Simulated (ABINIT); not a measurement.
BN:

```
CELL_PARAMETERS angstrom
0.00000 3.49532 2.16609
1.25163 0.00000 2.16609
1.25163 3.49532 0.00000
ATOMIC_POSITIONS crystal
N 0.66665 0.66665 0.33335
B 0.00005 0.00005 0.99995
```

Measurements of this composition are mostly on another form, of space group No. 194.

Program: ABINIT 10.8.3 (patched build). Alike in all runs: task band structure; no spin polarisation; cell as given; k mesh 13 × 13 × 13; smearing fermi-dirac 0.05 eV.

Task: Order these runs on this cell by their pressure, lowest first.
A. level r2SCAN; potentials or basis JTH PAW PBE v2.0; cutoff (eV) 844; fine-grid cutoff 1442.2 eV
B. level LDA; potentials or basis JTH PAW LDA v2.0; cutoff (eV) 707; fine-grid cutoff 1306.15 eV
C. level PBEsol; potentials or basis JTH PAW PBE v2.0; cutoff (eV) 707; fine-grid cutoff 1306.15 eV

Result: B (-4.2 GPa), C (1.0 GPa), A (2.9 GPa).

Caveats: the atomic spheres overlap; the PAW data sets were made with another functional, which shifts forces and pressure a little (some runs).
